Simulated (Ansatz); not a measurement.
# NbC: LAPW beside PAW, part 2 of 2

Aim: solve NbC at one geometry with all-electron LAPW, PAW on the default files and datasets made for this crystal, and see where they agree.

Ansatz 0.2.0; DFT PBE; a database cell (COD). «Crystal datasets» are all-electron PAW datasets made for this crystal.

## (3) PAW on the default files

Contents of input.yaml:

```yaml
crystal:
  lattice:
    - [0.0, 2.2, 2.2]
    - [2.2, 0.0, 2.2]
    - [2.2, 2.2, 0.0]
  atoms:
    - { symbol: Nb, position: [0.0, 0.0, 0.0] }
    - { symbol: C, position: [0.5, 0.5, 0.5] }
kpoints:
  mp_grid: { grid: [14, 14, 14] }
  band_path:
    path:
      - [0.0, 0.0, 0.0]
      - [0.5, 0.0, 0.5]
      - [0.625, 0.25, 0.625]
      - [0.375, 0.375, 0.75]
      - [0.0, 0.0, 0.0]
      - [0.5, 0.5, 0.5]
      - [0.5, 0.25, 0.75]
      - [0.5, 0.0, 0.5]
    npoints: 14
scf:
  occupations: { method: fermi_dirac, width: 0.08 }
hamiltonian:
  xc: pbe
  pseudopotentials: { kind: paw }
output:
  forces: true
  stress: true
  eigenvalues: true
  efg: { contact_densities: true }
  populations: true
  bader: true
  dos: { projected: true, de: 0.2, e_range: [-14, 8] }
  write_density: true
  write_potential: true
  elf: true
  volumetric_format: npy
```

The run is started by

```
$ ansatz run input.yaml --threads 1 --pin off --max-ram 3072MiB --backend cpu --events-out ev --progress --plain --runs-dir out
```

Standard output:

```text
Nb: output.efg is read without spin–orbit coupling, which moves field gradients at and beside such atoms by some per cent and up to a factor of two; PAW files take it under magnetization.noncollinear and magnetization.spin_orbit
Engine: ansatz 0.2.0
Pseudopotentials: kind: paw
Pseudopotential: Nb, paw, valence charge 13, recommended cutoff 420 eV (normal)
Pseudopotential: C, paw, valence charge 4, recommended cutoff 420 eV (normal)
Functional definition: PBE
  parameter kappa = 0.804
  parameter beta = 0.06672455060314922
  exchange = pbe_x(kappa = kappa, mu = beta*pi^2/3)
  correlation = pbe_c(beta = beta)
Crystal: 2 atoms, lattice volume = 21.296 Å³
Basis set: ecut = 420 eV, 411 PW (Γ), exchange–correlation on 48×48×48 points (8 copies of the dense FFT grid, shifted against one another)
Bands: 13, of which v1, the nominal top of the filled ones, is band 9 counted from 1 (8 counted from 0)
Symmetry: 48 space group operations
Space group: Fm-3m (ITA 225), of the structure as read, at distance tolerance 2.8e-5 Å
k-points: 104 of 2744
Non-local potential: Nb, projectors of the file, l = 0: 3, l = 1: 2, l = 2: 2, l = 3: 1
Non-local potential: C, projectors of the file, l = 0: 2, l = 1: 2, l = 2: 1
PAW form: soft (Blöchl's): semilocal exchange-correlation on the pseudo side does not see the compensation charge
PAW one-centre angular grid: Nb, 590 points (default); XC on 64 Gauss nodes
PAW one-centre angular grid: C, 110 points (default); XC on 64 Gauss nodes
Initial density: superposition of atomic densities (neutral atoms: chi_scale 0, normalization atom), corrected by the library's trained network
Initial wavefunctions: pseudopotential atomic-orbital guess
Functional: x = pbe(κ = 0.804, μ = 0.2195149727645171), c = pbe(β = 0.06672455060314922)
SCF iter   1: F=—  HF=-4804.251181 eV  |F-HF|=—  |Δ(HF+E_count)|=         —  Δρ=3.04e-3  dr2=2.11e-3  ethr=1.77e-3  ⟨swp⟩=5.1  Hψ=16109  notcnv=0  defer=18
automatic band count: the SCF goes on with 17 bands, as 13 were too few: the levels above may hold too much charge
preconditioner: auto → none  [metal: Δε(μ)=0.076 eV  Ē_g=14.501 eV  σ=0.080 eV  W_gap=0.23  n_scr=8 (ndim 8)  ℏωp=24.1 eV  f_vac=0.000  D(μ)=0.66/eV (n_scr^D=0)  sad-step TF]
SCF iter   2: F=—  HF=-4804.250900 eV  |F-HF|=—  |Δ(HF+E_count)|=   2.81e-4  Δρ=2.22e-3  dr2=1.25e-3  ethr=1.24e-5  ⟨swp⟩=1.3  Hψ=2705  notcnv=0  defer=25
SCF iter   3: F=—  HF=-4804.250704 eV  |F-HF|=—  |Δ(HF+E_count)|=   1.96e-4  Δρ=3.20e-4  dr2=2.63e-5  ethr=7.38e-6  ⟨swp⟩=1.3  Hψ=1608  notcnv=0  defer=25
SCF iter   4: F=—  HF=-4804.250699 eV  |F-HF|=—  |Δ(HF+E_count)|=   4.93e-6  Δρ=6.35e-5  dr2=6.06e-7  ethr=1.55e-7  ⟨swp⟩=2.3  Hψ=2185  notcnv=0  defer=25
iter 5 did not close the SCF: its close was put off for the readings that it lacked (scf_convergence_deferred on its scf_iter line)
SCF iter   5: F=-4804.250699 eV  HF=-4804.250699 eV  |F-HF|=1.37e-8  |Δ(HF+E_count)|=   4.54e-8  Δρ=1.70e-5  dr2=4.52e-8  ethr=3.57e-9  ⟨swp⟩=2.4  Hψ=2350  notcnv=0  defer=25
SCF iter   6: F=-4804.250699 eV  HF=-4804.250699 eV  |F-HF|=3.55e-11  |Δ(HF+E_count)|=   8.20e-9  Δρ=9.92e-7  dr2=1.40e-10  ethr=2.66e-10  ⟨swp⟩=8.0  Hψ=9254  notcnv=0
SCF 1 converged in 6 iterations: F = -4804.250699 eV  dr2 = 1.40e-10
NSCF: frozen V_eff on 99 k-points
SCF converged after 6 iterations
Free energy (F): -4804.250699 eV
Harris-Foulkes:  -4804.250699 eV  (|F-HF|=3.55e-11)
Internal energy: -4804.236751 eV  (E = F + TS)
E sigma→0 (E₀):  -4804.243725 eV
Entropy (-TS):   -0.013948 eV (-6.974 meV/atom)
Fermi energy:    19.850789 eV
--- Per-component energies (eV) ---
  E_band       = -16.588783
  E_kinetic    = 488.806321
  E_local      = -671.161248  (includes V_loc(G=0)·N_el)
  E_nonlocal   = 144.159714
  E_hartree    = 205.474275
  E_xc         = -226.521649
  E_vxc        = -276.460172  (∫ρ·V_xc dr)
  E_paw        = -3171.617404  (= ΣΔE_a)
  E_vpaw       = -112.881961  (= ΣTr[D̂ρ^β])
  E_aug_tail   = 0.000018  (compensation charges beyond the density's cutoff)
  E_ewald      = -1573.376778
  E_smearing   = -0.013948  (= −TS)
  E_closure    = 0.000000  (closes the sum)
  Σ components = -4804.250699   (vs F -4804.250699, Δ=0.00e0)
--- Forces (eV/Å), atoms counted from 1 ---
  atom   1  Nb    -0.00000000     0.00000000    -0.00000000
  atom   2  C      0.00000000    -0.00000000    -0.00000000
  max |Σ_I F_I| component: 9.47e-30 eV/Å
--- Stress (GPa, compression-positive) ---
       19.510578      -0.000000       0.000000
        0.000000      19.510578       0.000000
       -0.000000       0.000000      19.510578
  P = ⅓ Tr σ = 19.5106 GPa (195.106 kbar)
--- PAW observables at the nuclei: V_zz in 10²¹ V/m², potentials from the cell's mean, atoms counted from 1 ---
  atom   1  Nb V_zz =    +0.000000   η = 0.0000   by run symmetry: forbidden
            electrostatic potential = -6145.661021 V   contact ρ = 540910.534041 e/Å³
  atom   2  C  V_zz =    -0.000000   η = 0.0000   by run symmetry: forbidden
            electrostatic potential = -427.761952 V   contact ρ = 869.316329 e/Å³
--- Band table (eV; the first three rows and the last of 104) ---
  k-point 0: bands = ["-35.8425", "-11.5261", "-11.5261", "-11.5261", "6.1182", "18.4102", "18.4102", "18.4102", "19.5284", "19.5284", "19.5284", "20.2008", "20.2008", "27.9814", "29.7485", "42.8384", "42.8384"]
  k-point 1: bands = ["-35.8360", "-11.5793", "-11.5309", "-11.5309", "6.2573", "17.8067", "18.1422", "18.1422", "18.9161", "18.9161", "19.8804", "21.3536", "21.3536", "28.2169", "30.0850", "41.7507", "42.2302"]
  k-point 2: bands = ["-35.8178", "-11.7260", "-11.5442", "-11.5442", "6.6568", "16.7204", "17.1468", "17.1468", "19.1380", "19.1380", "20.3346", "22.9249", "22.9249", "28.7926", "30.9820", "39.9344", "40.6205"]
  k-point 103: bands = ["-35.6651", "-12.1954", "-12.0768", "-11.8847", "8.2354", "15.1023", "15.2389", "15.4012", "20.8433", "21.9726", "23.3073", "25.0929", "25.9006", "32.7889", "33.7999", "33.8456", "37.6372"]
--- Löwdin populations: 2 sites ---
  site symbol       q [e]
     0     Nb     12.3305
     1      C      4.6242
  spilling = 0.002668 (of n_electrons = 17.000000)
--- Bader charges: 2 sites ---
  site symbol  charge [e]  shift [e]
     0     Nb      1.7440     0.0014
     1      C     -1.7440     0.0014
  estimated error of the sums over rays = 6.8e-4 e
```

Wall time 24 s (1 thread of Arm Neoverse N1, shared host); peak memory 0.35 GiB.

Result: pressure 19.51 GPa; no gap.

| atom | Bader charge (e) | basin volume (Å³) |
| --- | --- | --- |
| Nb1 | +1.74 | 10.59 |
| C2 | -1.74 | 10.70 |

The fields are shown in the conventional cell of this run's space group, carried over from its grid by interpolation.

Density in a lattice plane of the grid's cell (edges 4.40 and 4.40 Å, at 0.000 of the third edge), which holds Nb and C.

Ten even steps from ' ' (0.26 e/Å³) to '@' (5.12 e/Å³):
```
@@@@@@**--..    ....::------::....    ..--**@@@@
@@%%**==::        ..::::::::::..        ::==**%%
++==--::            ..........            ::--==
::....                                      ....
                                                
                    ....::....                  
......            ::--==++==--::            ....
::::::..        ::==**%%@@%%**==::        ..::::
----::....    ..--**@@@@@@@@@@**--..    ....::--
::--::::..    ..==##@@@@%%@@@@##==..    ..::::--
----::....    ..--**@@@@@@@@@@**--..    ....::--
::::::..        ::==**%%@@%%**==::        ..::::
......            ::--==++==--::            ....
                    ....::....                  
                                                
::....                                      ....
++==--::            ..........            ::--==
@@%%**==::        ..::::::::::..        ::==**%%
@@@@@@**--..    ....::------::....    ..--**@@@@
%%@@@@##==..    ..::::--::--::::..    ..==##@@@@
```
Columns run along the first of these edges and rows up along the second, over one cell in 24 and 20 even steps from the bottom left corner. Atoms in the plane (fractional): Nb at (0.00, 0.00), Nb at (0.50, 0.50), C at (0.00, 0.50), C at (0.50, 0.00).

ELF in the same plane.

Ten even steps from ' ' (0.01) to '@' (0.77):
```
==**@@@@##==--**@@@@##--..--##@@@@**--==##@@%%**
%%@@@@%%**----**@@@@@@%%##%%@@@@@@**----**%%@@@@
@@%%%%**--::--++%%@@@@@@@@@@@@@@%%++--::--**%%%%
++++==--::::--==++**##########**++==--::::--==++
------------------------------------------------
######**++==--::::--==++++++==--::::--==++**####
@@@@@@@@%%++--::--**%%%%@@%%%%**--::--++%%@@@@@@
##%%@@@@@@**----**%%@@@@%%@@@@%%**----**@@@@@@%%
..--##@@@@**--==##@@@@**==**%%@@##==--**@@@@##--
  ..++@@@@**--==%%@@##--  --##@@%%==--**@@@@++..
..--##@@@@**--==##@@%%**==**@@@@##==--**@@@@##--
##%%@@@@@@**----**%%@@@@%%@@@@%%**----**@@@@@@%%
@@@@@@@@%%++--::--**%%%%@@%%%%**--::--++%%@@@@@@
######**++==--::::--==++++++==--::::--==++**####
------------------------------------------------
++++==--::::--==++**##########**++==--::::--==++
@@%%%%**--::--++%%@@@@@@@@@@@@@@%%++--::--**%%%%
%%@@@@%%**----**@@@@@@%%##%%@@@@@@**----**%%@@@@
==**%%@@##==--**@@@@##--..--##@@@@**--==##@@@@**
  --##@@%%==--**@@@@++..  ..++@@@@**--==%%@@##--
```
Columns run along the first of these edges and rows up along the second, over one cell in 24 and 20 even steps from the bottom left corner. Atoms in the plane (fractional): Nb at (0.00, 0.00), Nb at (0.50, 0.50), C at (0.00, 0.50), C at (0.50, 0.00).

Both are smooth fields of the valence electrons: close to the nuclei they are not physical.

Maxima of ELF outside the ion cores: 0.78 in the shell around C, 0.7 Å from C.

## (4) Datasets made for this crystal

Changes to input.yaml since step 3:

```diff
@@ -20,3 +20,3 @@
       - [0.5, 0.0, 0.5]
-    npoints: 14
+    npoints: 8
 scf:
@@ -25,3 +25,3 @@
   xc: pbe
-  pseudopotentials: { kind: paw }
+  pseudopotentials: { kind: all_electron, datasets: crystal }
 output:
@@ -31,8 +31 @@
   efg: { contact_densities: true }
-  populations: true
-  bader: true
-  dos: { projected: true, de: 0.2, e_range: [-14, 8] }
-  write_density: true
-  write_potential: true
-  elf: true
-  volumetric_format: npy
```

The run is started by

```
$ ansatz run input.yaml --threads 1 --pin off --max-ram 3072MiB --backend cpu --events-out ev --progress --plain --runs-dir out
```

Standard output (excerpt; [...] marks lines left out):

```text
[...]
band count auto-derived: 15 (N_el = 17.0; filled up to band 9; 13 by the electrons, moments and atoms)
Nb: output.efg is read without spin–orbit coupling, which moves field gradients at and beside such atoms by some per cent and up to a factor of two; PAW files take it under magnetization.noncollinear and magnetization.spin_orbit
[...]
Pseudopotentials: kind: all_electron
Pseudopotential: Nb, paw, valence charge 13, recommended cutoff 340 eV (normal), Koelling and Harmon's equation, gaussian nucleus
Pseudopotential: C, paw, valence charge 4, recommended cutoff 340 eV (normal), Koelling and Harmon's equation, gaussian nucleus
Functional definition: PBE
[...]
Crystal: 2 atoms, lattice volume = 21.296 Å³
Basis set: ecut = 340 eV, 307 PW (Γ), exchange–correlation on 40×40×40 points (8 copies of the dense FFT grid, shifted against one another)
[...]
--- Forces (eV/Å), atoms counted from 1 ---
  atom   1  Nb    -0.00000000    -0.00000000    -0.00000000
  atom   2  C      0.00000000    -0.00000000    -0.00000000
[...]
--- Stress (GPa, compression-positive) ---
       19.473638       0.000000       0.000000
        0.000000      19.473638      -0.000000
        0.000000      -0.000000      19.473638
  P = ⅓ Tr σ = 19.4736 GPa (194.736 kbar)
--- PAW observables at the nuclei: V_zz in 10²¹ V/m², potentials from the cell's mean, atoms counted from 1 ---
  atom   1  Nb V_zz =    -0.000000   η = 0.0000   by run symmetry: forbidden
            electrostatic potential = -6145.704930 V   contact ρ = 540970.293294 e/Å³
  atom   2  C  V_zz =    +0.000000   η = 0.0000   by run symmetry: forbidden
            electrostatic potential = -427.763189 V   contact ρ = 869.465927 e/Å³
--- Band table (eV; the first three rows and the last of 104) ---
  k-point 0: bands = ["-33.9405", "-9.6215", "-9.6215", "-9.6215", "8.0232", "20.3137", "20.3137", "20.3137", "21.4314", "21.4314", "21.4314", "22.1025", "22.1025", "29.9017"]
[...]
```

Wall time 21 s (1 thread of Arm Neoverse N1, shared host); peak memory 0.44 GiB.

Read from it: pressure 19.47 GPa; no gap.

| atom | contact density (e/Å³) |
| --- | --- |
| Nb1 | 540970.3 |
| C2 | 869.4659 |

## (5) Comparison

```
          method  pressure (GPa)  SCF cycles, all passes
            LAPW           19.47                      10
             PAW           19.51                       6
crystal datasets           19.47                       9
```

## (6) Results

What follows sums up all 2 parts.

| quantity | value |
| --- | --- |
| pressure | LAPW 19.47, PAW 19.51, crystal datasets 19.47 GPa |
| gap (LAPW) | none |
| Bader charges (PAW) | Nb1 +1.74, C2 -1.74 e |
| highest ELF (PAW) | 0.78, 0.69 Å from C |

What this shows: The pressure of 19.5 GPa pushes the cell to expand, with the atoms held in place. The count of 37 electrons in bands leaves a band partly filled, so there is no gap. Within 0.3 eV of the Fermi level the largest projected share is Nb 4d (71 %). The projection holds only the free atom's occupied shells (Nb 5s, Nb 4d, C 2s, C 2p in this range). In pressure, PAW differs from LAPW by +0.04 GPa. LAPW took about 2.4 times as long as PAW (58 s against 24 s, on a shared host and with the outputs that each input asks for).
